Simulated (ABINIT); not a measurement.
# InP (F-43m) in ABINIT: a series of runs, part 2 of 3

ABINIT 10.8.3 (patched build).

## 4. Equation of state, WC

run.abi

```
# Datasets: one volume each
ndtset 7
getwfk -1
scalecart1 3*0.9795861087
scalecart2 3*0.9864848297
scalecart3 3*0.9932883884
scalecart4 3*1.0000000000
scalecart5 3*1.0066227096
scalecart6 3*1.0131594038
scalecart7 3*1.0196128224

# Pseudopotentials
pp_dirpath "./"
pseudos "In.GGA_PBE-JTH.xml, P.GGA_PBE-JTH.xml"

# Structure
acell 3*1.0
rprim
     0.0000000000     5.5378424082     5.5378424082
     5.5378424082     0.0000000000     5.5378424082
     5.5378424082     5.5378424082     0.0000000000
ntypat 2
znucl 49 15
natom 2
typat 1 2
xred
     0.0000000000     0.0000000000     0.0000000000
     0.7500000000     0.7500000000     0.7500000000

# Plane-wave basis
ecut 20.0
pawecutdg 40.0

# k points
kptopt 1
ngkpt 8 8 8
nshiftk 1
shiftk 0.0 0.0 0.0

# Exchange and correlation
ixc 23

# Bands and occupations
nband 13
occopt 3
tsmear 0.05 eV

# SCF cycle
nstep 100
tolvrs 1.0e-9

# Output
iomode 3
prtwf 1
prtden 0
prteig 0
prtebands 0
```

Potentials or basis: JTH PAW PBE v2.0.

The run is started by

```sh
abinit run.abi > log 2>&1
```

run.abo:

```text
.Version 10.8.3 of ABINIT
 DATASET    1 : space group F-4 3 m (#216); Bravais cF (face-center cubic)
================================================================================
 Values of the parameters that define the memory need for DATASET  1.
     intxc =       0    ionmov =       0      iscf =      17    lmnmax =      18
     lnmax =       6     mgfft =      32  mpssoang =       3    mqgrid =    3001
     natom =       2  nloc_mem =       2    nspden =       1   nspinor =       1
    nsppol =       1      nsym =      24    n1xccc =       1    ntypat =       2
    occopt =       3   xclevel =       2
       mpw =        1384          nfft =       32768          nkpt =          29
 PAW method is used; the additional fine FFT grid is defined by:
   mgfftf=        45    nfftf =     91125
================================================================================
================================================================================
[... 71 lines left out ...]
 DATASET    7 : space group F-4 3 m (#216); Bravais cF (face-center cubic)
[... 1453 lines left out ...]
                      -0.0000000000E+00 -0.0000000000E+00 -0.0000000000E+00
            fcart5     9.0567648298E-30  9.0567648298E-30 -2.7170294489E-29
                      -9.0567648298E-30 -9.0567648298E-30  2.7170294489E-29
[... 38 lines left out ...]
                       0.0000000000E+00  0.0000000000E+00  0.0000000000E+00
           xangst1     0.0000000000E+00  0.0000000000E+00  0.0000000000E+00
                       4.3060156344E+00  4.3060156344E+00  4.3060156344E+00
           xangst2     0.0000000000E+00  0.0000000000E+00  0.0000000000E+00
                       4.3363406872E+00  4.3363406872E+00  4.3363406872E+00
           xangst3     0.0000000000E+00  0.0000000000E+00  0.0000000000E+00
                       4.3662474303E+00  4.3662474303E+00  4.3662474303E+00
           xangst4     0.0000000000E+00  0.0000000000E+00  0.0000000000E+00
                       4.3957499970E+00  4.3957499970E+00  4.3957499970E+00
           xangst5     0.0000000000E+00  0.0000000000E+00  0.0000000000E+00
                       4.4248617727E+00  4.4248617727E+00  4.4248617727E+00
           xangst6     0.0000000000E+00  0.0000000000E+00  0.0000000000E+00
                       4.4535954462E+00  4.4535954462E+00  4.4535954462E+00
           xangst7     0.0000000000E+00  0.0000000000E+00  0.0000000000E+00
                       4.4819630610E+00  4.4819630610E+00  4.4819630610E+00
             xred      0.0000000000E+00  0.0000000000E+00  0.0000000000E+00
                       7.5000000000E-01  7.5000000000E-01  7.5000000000E-01
 Calculation completed.
```

It took 1.7 min on 1 thread of Arm Neoverse V1, shared host; peak memory 0.15 GiB.

Results:

```yaml
Equilibrium_volume: 25.43 Å³/atom
Bulk_modulus: 66 GPa
Pressure_derivative_of_the_bulk_modulus: "4.7 (rough: it moves with the points fitted)"
```

Energy against volume, from the lowest point:
| volume (Å³/atom) | energy (meV/atom) |
| --- | --- |
| 23.657 | 29.03 |
| 24.160 | 14.05 |
| 24.663 | 4.69 |
| 25.167 | 0.24 |
| 25.670 | 0.00 |
| 26.173 | 3.87 |
| 26.677 | 11.19 |

Caveat: the cutoff is too short for stress, so the log's stress isn't used; pressures at fixed basis lie under the slope of the energies; the PAW data sets were made with another functional, which shifts forces and pressure a little.

## 5. Band structure, PBE

run.abi

```
# Datasets: ground state, then fixed potential
ndtset 2

# Pseudopotentials
pp_dirpath "./"
pseudos "In.upf, P.upf"

# Structure
acell 7.83169184 7.83169184 7.83169184
rprim
     0.0000000000     0.7071067812     0.7071067812
     0.7071067812     0.0000000000     0.7071067812
     0.7071067812     0.7071067812     0.0000000000
ntypat 2
znucl 49 15
natom 2
typat 1 2
xred
     0.0000000000     0.0000000000     0.0000000000
     0.7500000000     0.7500000000     0.7500000000

# Plane-wave basis
ecut 35.0

# Exchange and correlation
ixc 11

# Bands and occupations
occopt 3
tsmear 0.05 eV

# SCF cycle
nstep 100

# Output
iomode 3
prtwf 0
prteig 0
prtebands 0
enunit 2
prtden1 1

# Dataset 1
kptopt1 1
ngkpt1 8 8 8
nshiftk1 1
shiftk1 0.0 0.0 0.0
nband1 13
tolvrs1 1.0e-10

# Dataset 2: bands along G-X-W-K-G-L-U-W-L-K
iscf2 -2
getden2 1
nband2 17
nbdbuf2 2
tolwfr2 1.0e-12
kptopt2 -9
ndivsm2 5
prteig2 1
prtvol2 -3
kptbounds2
     0.0000000000     0.0000000000     0.0000000000
     0.5000000000     0.0000000000     0.5000000000
     0.5000000000     0.2500000000     0.7500000000
     0.3750000000     0.3750000000     0.7500000000
     0.0000000000     0.0000000000     0.0000000000
     0.5000000000     0.5000000000     0.5000000000
     0.6250000000     0.2500000000     0.6250000000
     0.5000000000     0.2500000000     0.7500000000
     0.5000000000     0.5000000000     0.5000000000
     0.3750000000     0.3750000000     0.7500000000
```

Potentials or basis: PseudoDojo NC SR PBE v0.4.1 standard.

The run is started by

```sh
abinit run.abi > log 2>&1
```

run.abo:

```text
.Version 10.8.3 of ABINIT
 DATASET    1 : space group F-4 3 m (#216); Bravais cF (face-center cubic)
================================================================================
 Values of the parameters that define the memory need for DATASET  1.
     intxc =       0    ionmov =       0      iscf =       7    lmnmax =       6
     lnmax =       6     mgfft =      45  mpssoang =       3    mqgrid =    3001
     natom =       2  nloc_mem =       1    nspden =       1   nspinor =       1
    nsppol =       1      nsym =      24    n1xccc =    2501    ntypat =       2
    occopt =       3   xclevel =       2
       mpw =        3380          nfft =       91125          nkpt =          29
================================================================================
================================================================================

 DATASET    2 : space group F-4 3 m (#216); Bravais cF (face-center cubic)
================================================================================
 Values of the parameters that define the memory need for DATASET  2.
     intxc =       0    ionmov =       0      iscf =      -2    lmnmax =       6
     lnmax =       6     mgfft =      45  mpssoang =       3    mqgrid =    3001
     natom =       2  nloc_mem =       1    nspden =       1   nspinor =       1
    nsppol =       1      nsym =      24    n1xccc =    2501    ntypat =       2
    occopt =       3   xclevel =       2
       mpw =        3389          nfft =       91125          nkpt =          87
================================================================================
================================================================================

--------------------------------------------------------------------------------
------------- Echo of variables that govern the present computation ------------
--------------------------------------------------------------------------------
 -outvars: echo values of preprocessed input variables --------
            acell      7.8316918400E+00  7.8316918400E+00  7.8316918400E+00 Bohr
              amu      1.14820000E+02  3.09737620E+01
             ecut      3.50000000E+01 Hartree
           enunit           2
           getden1          0
           getden2          1
             iscf1          7
             iscf2         -2
              ixc          11
           jdtset        1    2
           kptopt1          1
           kptopt2         -9
         kptrlatt        8    0    0      0    8    0      0    0    8
          kptrlen1     6.26535347E+01
          kptrlen2     3.00000000E+01
            natom           2
            nband1         13
            nband2         17
           nbdbuf1          0
           nbdbuf2          2
           ndtset           2
           ndivsm1          0
           ndivsm2          5
            ngfft          45      45      45
             nkpt1         29
             nkpt2         87
            nstep         100
             nsym          24
           ntypat           2
           occopt           3
        prtebands           0
           prteig1          0
           prteig2          1
           prtvol1          0
           prtvol2         -3
            prtwf           0
[... 856 lines left out ...]
...

 Integrated electronic density in atomic spheres:
 ------------------------------------------------
 Atom  Sphere_radius  Integrated_density
    1        2.00000          9.89519106
    2        2.00000          2.75794785
================================================================================

 ----iterations are completed or convergence reached----

 Mean square residual over all n,k,spin=   62.339E-14; max=  99.774E-14
 reduced coordinates (array xred) for    2 atoms
       0.000000000000      0.000000000000      0.000000000000
       0.750000000000      0.750000000000      0.750000000000

 cartesian coordinates (angstrom) at end:
    1      0.00000000000000     0.00000000000000     0.00000000000000
    2      4.39574999711065     4.39574999711065     4.39574999711065
 length scales=  7.831691840000  7.831691840000  7.831691840000 bohr
              =  4.144352841731  4.144352841731  4.144352841731 angstroms
 Eigenvalues (hartree) for nkpt=  87  k points:
 kpt#   1, nband= 17, wtk=  1.00000, kpt=  0.0000  0.0000  0.0000 (reduced coord)
  -0.35912   -0.35912   -0.35912   -0.35365   -0.35365   -0.25910    0.16417    0.16417
   0.16417    0.19031    0.31457    0.31457    0.31457    0.47978    0.51017    0.51017
   0.57727
 kpt#   2, nband= 17, wtk=  1.00000, kpt=  0.0357  0.0000  0.0357 (reduced coord)
  -0.35923   -0.35908   -0.35908   -0.35366   -0.35363   -0.25838    0.15358    0.16232
   0.16232    0.20083    0.31213    0.31706    0.31706    0.48380    0.50154    0.51062
   0.57888
 kpt#   3, nband= 17, wtk=  1.00000, kpt=  0.0714  0.0000  0.0714 (reduced coord)
  -0.35953   -0.35894   -0.35894   -0.35372   -0.35358   -0.25623    0.13574    0.15716
   0.15716    0.21831    0.30553    0.32417    0.32417    0.48198    0.49592    0.51196
   0.58358
 kpt#   4, nband= 17, wtk=  1.00000, kpt=  0.1071  0.0000  0.1071 (reduced coord)
  -0.36001   -0.35872   -0.35872   -0.35381   -0.35351   -0.25269    0.11688    0.14960
   0.14960    0.23612    0.29630    0.33498    0.33498    0.46103    0.51316    0.51417
   0.59203
 kpt#   5, nband= 17, wtk=  1.00000, kpt=  0.1429  0.0000  0.1429 (reduced coord)
[... 316 lines left out ...]
  -0.36413   -0.35706   -0.35649   -0.35404   -0.35312   -0.18123   -0.03882    0.05350
   0.10563    0.26213    0.34152    0.39929    0.41197    0.48561    0.52332    0.60477
   0.64187
 kpt#  85, nband= 17, wtk=  1.00000, kpt=  0.4028  0.4028  0.6944 (reduced coord)
  -0.36437   -0.35685   -0.35622   -0.35425   -0.35307   -0.17741   -0.03896    0.04546
   0.10072    0.25837    0.34340    0.41490    0.41637    0.47524    0.52079    0.62745
   0.65747
 kpt#  86, nband= 17, wtk=  1.00000, kpt=  0.3889  0.3889  0.7222 (reduced coord)
  -0.36460   -0.35664   -0.35600   -0.35444   -0.35300   -0.17425   -0.04027    0.04196
   0.09644    0.25435    0.33680    0.42926    0.42981    0.46720    0.52170    0.63989
   0.67694
 kpt#  87, nband= 17, wtk=  1.00000, kpt=  0.3750  0.3750  0.7500 (reduced coord)
  -0.36481   -0.35646   -0.35585   -0.35461   -0.35291   -0.17243   -0.04184    0.04280
   0.09300    0.25095    0.32571    0.44057    0.44158    0.46769    0.52734    0.63812
   0.68474
 Eigenvalues (   eV  ) for nkpt=  87  k points:
 kpt#   1, nband= 17, wtk=  1.00000, kpt=  0.0000  0.0000  0.0000 (reduced coord)
  -9.77219   -9.77219   -9.77219   -9.62322   -9.62322   -7.05051    4.46733    4.46733
   4.46733    5.17868    8.55985    8.55985    8.55985   13.05546   13.88254   13.88254
  15.70833
 kpt#   2, nband= 17, wtk=  1.00000, kpt=  0.0357  0.0000  0.0357 (reduced coord)
  -9.77506   -9.77095   -9.77095   -9.62369   -9.62279   -7.03089    4.17900    4.41700
   4.41700    5.46490    8.49355    8.62777    8.62777   13.16475   13.64765   13.89472
  15.75202
 kpt#   3, nband= 17, wtk=  1.00000, kpt=  0.0714  0.0000  0.0714 (reduced coord)
  -9.78339   -9.76728   -9.76728   -9.62513   -9.62150   -6.97238    3.69354    4.27656
   4.27656    5.94063    8.31384    8.82108    8.82108   13.11543   13.49457   13.93111
  15.88010
 kpt#   4, nband= 17, wtk=  1.00000, kpt=  0.1071  0.0000  0.1071 (reduced coord)
  -9.79641   -9.76135   -9.76135   -9.62758   -9.61944   -6.87602    3.18037    4.07081
   4.07081    6.42523    8.06286    9.11525    9.11525   12.54523   13.96373   13.99122
  16.10999
 kpt#   5, nband= 17, wtk=  1.00000, kpt=  0.1429  0.0000  0.1429 (reduced coord)
[... 317 lines left out ...]
   2.87422    7.13290    9.29332   10.86513   11.21031   13.21406   14.24018   16.45651
  17.46612
 kpt#  85, nband= 17, wtk=  1.00000, kpt=  0.4028  0.4028  0.6944 (reduced coord)
  -9.91499   -9.71026   -9.69318   -9.63965   -9.60758   -4.82767   -1.06002    1.23696
   2.74069    7.03066    9.34426   11.29003   11.32995   12.93195   14.17135   17.07385
  17.89063
 kpt#  86, nband= 17, wtk=  1.00000, kpt=  0.3889  0.3889  0.7222 (reduced coord)
  -9.92139   -9.70470   -9.68720   -9.64487   -9.60558   -4.74165   -1.09592    1.14189
   2.62431    6.92132    9.16490   11.68075   11.69571   12.71323   14.19614   17.41241
  18.42037
 kpt#  87, nband= 17, wtk=  1.00000, kpt=  0.3750  0.3750  0.7500 (reduced coord)
  -9.92687   -9.69984   -9.68308   -9.64930   -9.60305   -4.69212   -1.13854    1.16466
   2.53078    6.82877    8.86305   11.98859   12.01601   12.72654   14.34956   17.36414
  18.63260

== END DATASET(S) ==============================================================
================================================================================

 -outvars: echo values of variables after computation  --------
            acell      7.8316918400E+00  7.8316918400E+00  7.8316918400E+00 Bohr
           etotal1    -7.3393665112E+01
            fcart1    -0.0000000000E+00 -0.0000000000E+00 -0.0000000000E+00
                      -0.0000000000E+00 -0.0000000000E+00 -0.0000000000E+00
            rprim      0.0000000000E+00  7.0710678120E-01  7.0710678120E-01
                       7.0710678120E-01  0.0000000000E+00  7.0710678120E-01
                       7.0710678120E-01  7.0710678120E-01  0.0000000000E+00
           strten1    -1.1589050001E-04 -1.1589050001E-04 -1.1589050001E-04
                       0.0000000000E+00  0.0000000000E+00  0.0000000000E+00
           xangst      0.0000000000E+00  0.0000000000E+00  0.0000000000E+00
                       4.3957499971E+00  4.3957499971E+00  4.3957499971E+00
             xred      0.0000000000E+00  0.0000000000E+00  0.0000000000E+00
                       7.5000000000E-01  7.5000000000E-01  7.5000000000E-01
 Calculation completed.
```

Run time: 3.3 min. Hardware: 1 thread of Arm Neoverse V1, shared host; peak memory 0.15 GiB.

What came out:

```yaml
Free_energy: -1997.1434 eV
Pressure: 3.4 GPa
Band_gap_on_the_k_mesh: 0.71 eV, direct
Band_gap_along_the_path: 0.71 eV, direct
Valence_electrons_inside_the_program's_atomic_spheres: In 9.90; P 2.76
```

Levels at the corners of the path, in eV from the valence-band top:
```tsv
point	band 7	band 8	band 9	band 10	band 11	band 12
Γ	0.00	0.00	0.00	0.71	4.09	4.09
X	-5.75	-2.32	-2.32	1.76	2.27	9.23
W	-5.60	-2.95	-2.91	4.30	4.38	5.58
K	-5.61	-3.30	-1.94	2.36	4.40	7.52
Γ	0.00	0.00	0.00	0.71	4.09	4.09
L	-5.73	-0.97	-0.97	1.50	4.81	4.81
U	-5.61	-3.30	-1.94	2.36	4.40	7.52
W	-5.60	-2.95	-2.91	4.30	4.38	5.58
L	-5.73	-0.97	-0.97	1.50	4.81	4.81
K	-5.61	-3.30	-1.94	2.36	4.40	7.52
```

Caveat: spin-orbit coupling is left out, which moves the levels of the heavy elements.

[end of part 2 of 3]
